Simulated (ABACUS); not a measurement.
Wanted: the native input for an ABACUS 3.10.1 run.

```
Task                                          : relaxation of cell and atoms
Functional                                    : LDA
Potentials or basis                           : GBRV ultrasoft 1.5 LDA
Cutoff                                        : 544 eV
Density cutoff                                : 4354 eV
Basis                                         : plane waves
k mesh                                        : 6 × 6 × 4
Occupations                                   : fermi-dirac, width 0.05 eV
Spin                                          : no spin polarisation
Max steps of the relaxation                   : 60
Force threshold                               : 0.02 eV/Å
Optimiser                                     : cg
Stress threshold                              : 0.5 kbar
Radial cutoff of the potentials (pseudo_rcut) : 10 bohr
SCF threshold on the density                  : 1e-08
Max SCF steps                                 : 100
Eigensolver                                   : dav
Mixing                                        : broyden
Mixing share                                  : 0.7
Symmetry key                                  : 1
Bands                                         : 18
```

PtSe2 (Sudovikovite):

```
Pt Se
1.0
     3.72400    0.00000    0.00000
    -1.86200    3.22508    0.00000
     0.00000    0.00000    5.06200
Pt Se
1 2
Direct
  0.00000 0.00000 0.00000
  0.66667 0.33333 0.75000
  0.33333 0.66667 0.25000
```

One way to write it, as run:

INPUT

```
INPUT_PARAMETERS
suffix              PtSe2
calculation         cell-relax
basis_type          pw
pseudo_dir          ./
latname             hexagonal
symmetry            1
dft_functional      pz
ecutwfc             40
pseudo_rcut         10
nspin               1
nbands              18
ks_solver           dav
smearing_method     fd
smearing_sigma      0.00367493
scf_thr             1e-08
scf_nmax            100
mixing_type         broyden
mixing_beta         0.7
cal_force           1
cal_stress          1
ecutrho             320
relax_nmax          60
force_thr_ev        0.02
relax_method        cg
out_stru            1
stress_thr          0.5
kpar                4
```

STRU

```
ATOMIC_SPECIES
Pt 195.0840 pt_lda_v1.4.uspp.F.UPF
Se 78.9710 se_lda_v1.uspp.F.UPF

LATTICE_CONSTANT
7.0373400881

LATTICE_PARAMETERS
1.3592910849

ATOMIC_POSITIONS
Direct

Pt
0.0
1
0.0000000000 0.0000000000 0.0000000000 1 1 1

Se
0.0
2
0.6666666667 0.3333333333 0.7500000000 1 1 1
0.3333333333 0.6666666667 0.2500000000 1 1 1
```

KPT

```
K_POINTS
0
Gamma
6 6 4 0 0 0
```

Potentials or basis: GBRV ultrasoft 1.5 LDA, plane waves.

The run is started by

```console
$ OMP_NUM_THREADS=1 mpirun -np 4 abacus > log
```

Results of the run:

```json
{
  "Relaxed volume": "19.24 Å³/atom",
  "Relaxed cell": "a = 3.734 Å, b = 3.734 Å, c = 4.780 Å, α = 90.00°, β = 90.00°, γ = 120.00°",
  "Space group after relaxing (to 0.05 Å)": "P-3m1 (No. 164)",
  "Energy gained by relaxing": "13.2 meV/atom",
  "Ionic steps": "33",
  "Pressure after relaxing": "0.0 GPa",
  "Largest force after relaxing": "0.008 eV/Å",
  "Band gap on the k mesh": "none (metal or under the smearing width)"
}
```

Run time: 4.9 min on 4 MPI ranks on AMD EPYC 9R45 (Zen 5) (shared host), peak memory 0.84 GiB a rank.
